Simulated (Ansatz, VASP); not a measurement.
# Ba: VASP beside Ansatz

The input INCAR:

```
ALGO = Normal
EDIFF = 1E-6
ENCUT = 520
GGA = PS
ISIF = 2
ISMEAR = -1
LASPH = True
LCHARG = False
LREAL = False
LWAVE = False
NBANDS = 11
NELM = 80
PREC = Accurate
SIGMA = 0.08
```

KPOINTS

```
k-points
0
Gamma
  11 11 11
```

Contents of POSCAR:

```
Ba
1.0
   -2.0568874035      2.0568874035      2.0568874035
    2.0568874035     -2.0568874035      2.0568874035
    2.0568874035      2.0568874035     -2.0568874035
Ba
1
Direct
    0.0000000000      0.0000000000      0.0000000000
```

Input for Ansatz:

```yaml
crystal:
  lattice:
    - [-2.0568874035, 2.0568874035, 2.0568874035]
    - [2.0568874035, -2.0568874035, 2.0568874035]
    - [2.0568874035, 2.0568874035, -2.0568874035]
  atoms:
    - { symbol: Ba, position: [0.0, 0.0, 0.0] }
kpoints:
  mp_grid: { grid: [11, 11, 11] }
scf:
  occupations: { method: fermi_dirac, width: 0.08 }
hamiltonian:
  xc: pbesol
  pseudopotentials: { kind: paw }
output:
  forces: true
  stress: true
  eigenvalues: true
  populations: true
  write_density: true
  write_potential: true
  elf: true
  volumetric_format: npy
```

Change from the starting cell: volume scaled by 0.6, PAW files.

Alike in both runs: task single point; functional PBEsol; k mesh 11 × 11 × 11; occupations fermi-dirac, width 0.08 eV; no spin polarisation.

|  | VASP | Ansatz |
| --- | --- | --- |
| version | VASP 6.6.1 | Ansatz 0.2.0 |
| potentials or method | VASP PAW PBE potentials, release 64 (Ba_sv) | PAW with Ansatz's default frozen-core files, scalar-relativistic |
| plane-wave cutoff (eV) | 520 | 420 |
| valence electrons in the cell | 10 | 10 |

VASP gave:

| Item | Value |
| --- | --- |
| pressure (GPa) | 10.0 |

What did Ansatz give for the same quantities?

Pressure (GPa): 8.8.

Caveats: the PAW data sets were made with another functional, which shifts forces and pressure a little (VASP). The runs have no spin-orbit coupling, so splittings on Ba are missing.
